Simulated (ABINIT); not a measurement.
Runs of ABINIT 10.8.3 (patched build) on Pb. It takes space group Fm-3m (No. 225, cubic). The conventional cell has a = 4.950 Å, b = 4.950 Å, c = 4.950 Å, α = 90.00°, β = 90.00°, γ = 90.00°. Pb (site symmetry m-3m) is surrounded by 12 Pb at 3.50 Å. 

```tsv
task	level	potentials or basis	spin	cell	k mesh	cutoff (eV)	smearing	stop of the response cycle (tolvrs)	q mesh	acoustic sum rule (asr)	bands in the sums	broadening (eV)	gap on the mesh (eV)	pressure (GPa)
phonon dispersion	PBE	PseudoDojo NC SR PBE v0.4.1 standard	off	as given	8 × 8 × 8	707	methfessel-paxton 0.136 eV	1e-10	2 × 2 × 2	1	-	-	none	2.6
optical spectrum	PBE	PseudoDojo NC SR PBE v0.4.1 standard	off	as given	10 × 10 × 10, with 4 shifts	707	cold (ABINIT) 0.136 eV	-	-	-	13	0.2	-	(a)
single point	PBE	PseudoDojo NC SR PBE v0.4.1 standard	off	as given	7 × 7 × 7	707	fermi-dirac 0.05 eV	-	-	-	-	-	none	(b)
elastic constants	LDA	PseudoDojo NC SR LDA v0.4.1 standard	off	cell relaxed at zero pressure by an earlier run	16 × 16 × 16	762	fermi-dirac 0.136 eV	1e-09	-	1	-	-	none	-0.5
single point	LDA	PseudoDojo NC SR LDA v0.4.1 standard	off	cell relaxed	7 × 7 × 7	762	fermi-dirac 0.05 eV	-	-	-	-	-	none	0.0
single point	PBE	PseudoDojo NC FR PBE v0.4 standard	SOC, no magnetisation	as given	7 × 7 × 7	653	fermi-dirac 0.05 eV	-	-	-	-	-	none	2.1
single point	PBEsol	PseudoDojo NC SR PBEsol v0.4.1 standard	off	cell relaxed	7 × 7 × 7	762	fermi-dirac 0.05 eV	-	-	-	-	-	none	0.0
relaxation of cell and atoms	PBEsol	PseudoDojo NC SR PBEsol v0.4.1 standard	off	relaxed	7 × 7 × 7	762	fermi-dirac 0.05 eV	-	-	-	-	-	none	0.0
```

Estimate the missing entries.

(a) 2.4; (b) 2.8.

Caveats: the mesh is coarse for a metal's response (some runs); the intraband (Drude) term is left out (some runs); spectra need much finer meshes, so this one isn't converged (some runs); independent-particle spectra lack excitons (some runs); the cutoff is short for stress, so the pressure is rough (some runs).

A k mesh can miss the band edges, and rows without SOC leave out spin-orbit coupling on Pb.

A gap of «none» marks a metal or a gap under the smearing width.
